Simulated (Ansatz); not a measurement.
# Boron, hcp under PBE: from relaxation to bulk modulus

Aim: take boron in the hcp structure, relax it, solve it on a dense k-mesh, switch on spin-orbit coupling, then scale the cell to 7 volumes from 88 to 112 % of the relaxed one and try a fit of the equation of state. The k-meshes are 17×17×9 for the relaxation; 34×34×6 for the dense run; 21×21×4 for spin-orbit coupling; 34×34×6 for the volumes.

Computed with Ansatz 0.2.0 (DFT PBE, plane waves (420 eV) with PAW, scalar-relativistic, unless a step says otherwise).

### 1 The system as given

The structure is hexagonal, space group P6_3/mmc (No. 194). The conventional cell has a = 2.101 Å, b = 2.101 Å, c = 3.430 Å, α = 90.00°, β = 90.00°, γ = 120.00°. B (site symmetry -6m2) is surrounded by 12 B at 2.10 Å.

As a file:

```cif
data_structure
_symmetry_space_group_name_H-M 'P 1'
_symmetry_Int_Tables_number 1
_cell_length_a 2.1006
_cell_length_b 2.1006
_cell_length_c 3.4303
_cell_angle_alpha 90.000
_cell_angle_beta 90.000
_cell_angle_gamma 120.000
_cell_volume 13.11
loop_
_atom_site_label
_atom_site_type_symbol
_atom_site_fract_x
_atom_site_fract_y
_atom_site_fract_z
_atom_site_occupancy
B1 B 0.33333 0.66667 0.25000 1
B2 B 0.66667 0.33333 0.75000 1
```

### 2 Relaxing cell and atoms

File input.yaml:

```yaml
crystal:
  lattice:
    - [2.1005919712, 0.0, 0.0]
    - [-1.0502959856, 1.81916601, 0.0]
    - [0.0, 0.0, 3.4302666889]
  atoms:
    - { symbol: B, position: [0.3333333333, 0.6666666667, 0.25] }
    - { symbol: B, position: [0.6666666667, 0.3333333333, 0.75] }
hamiltonian:
  xc: pbe
  pseudopotentials:
    kind: paw
    azcp:
      B: "pseudopotentials/B.paw.azcp"
basis:
  ecutwfc: 420
  fft_grid_basis: typed
kpoints:
  mp_grid: { grid: [17, 17, 9], shift: [0, 0, 0] }
magnetization:
  spin_polarized: false
scf:
  occupations: { method: fermi_dirac, width: 0.1 }
relax:
  max_steps: 60
  f_tol: 0.01
  cell: {}
```

The runs that follow: Dense single point; With spin-orbit coupling; The cell scaled to 88 % of its volume; The cell scaled to 92 % of its volume; The cell scaled to 96 % of its volume; The cell scaled to 100 % of its volume; The cell scaled to 104 % of its volume; The cell scaled to 108 % of its volume; The cell scaled to 112 % of its volume.

What does the calculation give? Wanted: space group; conventional cell; volume; shortest distance; gap on the mesh; relative to alpha-rhombohedral; V₀, B₀, B₀′.

**Answer**, as computed:

| quantity | value |
| --- | --- |
| space group (spins left aside) | P6_3/mmc (No. 194) |
| conventional cell | a = 1.715 Å, c = 9.159 Å (c/a = 5.340) |
| volume | 11.665 Å³/atom |
| shortest distance | 1.715 Å |
| gap on the mesh | none (levels filled in part) |
| relative to alpha-rhombohedral (B12) | +708 meV/atom |
| V₀, B₀, B₀′ | 11.588 Å³/atom, 146 GPa, 3.6 |

**Reading.** From the guessed start the volume grew by 78.0 % in 51 steps. Against the reference form of boron (alpha-rhombohedral (B12), computed apart with the same settings) it stands 708 meV/atom higher, so it is far from stable. Levels at the Fermi energy are filled in part, as in a metal. The total energy of the spin-orbit run (on a coarser mesh) lies +7 meV/atom from the scalar one; mesh and treatment of the core enter this figure, so it is no spin-orbit energy. The fitted modulus is 146 GPa; letting shape and positions relax at each volume could only lower it. The symmetry was held, so the structure may be unstable against distortions that break it.
